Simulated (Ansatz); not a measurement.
How far is PAW off for AgCl?

```
Ag Cl
1.0
     0.00000    2.77315    2.68996
     2.77315    0.00000    2.68996
     2.77315    2.77315    0.00000
Ag Cl
1 1
Direct
  0.50000 0.50000 0.50000
  0.00000 0.00000 0.00000
```

Atom numbers follow the list: Ag1, Cl2.

The cell comes from COD entry 9011666, which wasn't checked; take it as a given geometry. The listed cell was then made from it by scaling, straining or moving an atom.

All numbers are computed: DFT, LDA, PAW with Ansatz's default frozen-core files, scalar-relativistic (Ansatz 0.2.0); DFT, LDA, all-electron PAW with datasets made for the crystal, scalar-relativistic (Ansatz 0.2.0); DFT, LDA, all-electron LAPW, scalar-relativistic (Ansatz 0.2.0).

For PAW: a Γ-centred 8×8×8 k mesh, Fermi–Dirac smearing of 0.02 eV, cutoff 420 eV, no spin polarisation; the PAW files were made with PBE, and the program remakes their frozen cores for this functional. The crystal-made all-electron datasets (AE datasets) take a cutoff of 260 eV at this cell. LAPW targets a basis error of 0.5 meV/atom. The Ansatz runs share mesh, smearing and spin set-up. Plane-wave (PAW) pressures include the program's estimate of the Pulay term.

Stress and pressure are positive in compression.

Spin–orbit coupling is left out, which moves gradients at and beside heavy atoms by some per cent and at worst by a factor of two.

```json
{"quantity": "pressure (GPa)", "PAW": "-4.20", "AE datasets": "-4.19", "LAPW": "-4.19"}
{"quantity": "stress xx (GPa)", "PAW": "-4.35", "AE datasets": "-4.34", "LAPW": "-4.34"}
{"quantity": "stress zz (GPa)", "PAW": "-3.91", "AE datasets": "-3.90", "LAPW": "-3.90"}
{"quantity": "band gap (eV)", "PAW": "0.525", "AE datasets": "0.526", "LAPW": "0.526"}
{"quantity": "field gradient Vzz at Ag1 (10²¹ V/m²)", "PAW": "-1.44", "AE datasets": "-1.44", "LAPW": "–"}
{"quantity": "field gradient Vzz at Cl2 (10²¹ V/m²)", "PAW": "1.63", "AE datasets": "1.63", "LAPW": "–"}
```

PAW's pressure differs from the LAPW value by about 0.01 GPa or less.
